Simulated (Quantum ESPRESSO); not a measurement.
MgS: zone-centre phonons and dielectric response under several settings

```xyz
2
Lattice="0.0000 2.8331 2.8331 2.8331 0.0000 2.8331 2.8331 2.8331 0.0000" Properties=species:S:1:pos:R:3 pbc="T T T"
S     1.4166    1.4166    1.4166
Mg    0.0000    0.0000    0.0000
```

The cell comes from a database or a generator and needn't be the stable form of this composition.

All runs used Quantum ESPRESSO 7.5; potentials PseudoDojo 0.4.1 SR LDA standard; k mesh 4 × 4 × 4, shifted; no spin polarisation; cutoff 1143 eV; occupations smeared at first, fixed for the response.

```tsv
level	geometry	volume (Å³/atom)	pressure (GPa)	lowest optical mode without the field (cm⁻¹)	highest mode with the field (cm⁻¹)	ε∞ (mean)	ε0 (mean)	Born charge of atom 1 (e)	sum of the Born charges (e)
LDA	relaxed at 0 GPa	?	0.0	?	?	?	?	?	?
LDA	relaxed at 10 GPa	19.31	10.0	414	492	4.27	6.0	-1.81	0.00
LDA	relaxed at 25 GPa	17.11	25.0	488	557	4.40	5.7	-1.74	0.00
LDA	relaxed at 50 GPa	14.99	50.0	578	637	4.62	5.6	-1.66	0.00
LDA	relaxed at 80 GPa	13.43	80.0	659	710	4.88	5.7	-1.60	-0.01
```

Q: What stands in the row left open?

A: Volume 21.91 Å³/atom; lowest optical mode without the field 343 cm⁻¹; highest mode with the field 431 cm⁻¹; ε∞ 4.20; ε0 6.6; Born charge of atom 1 -1.88 e; sum of the Born charges 0.00 e.

Caveats: the volume moved by over 15 % at a fixed basis, so the end points are rough (some runs); the cell is more than 3 GPa from zero pressure, which shifts response properties (some runs).
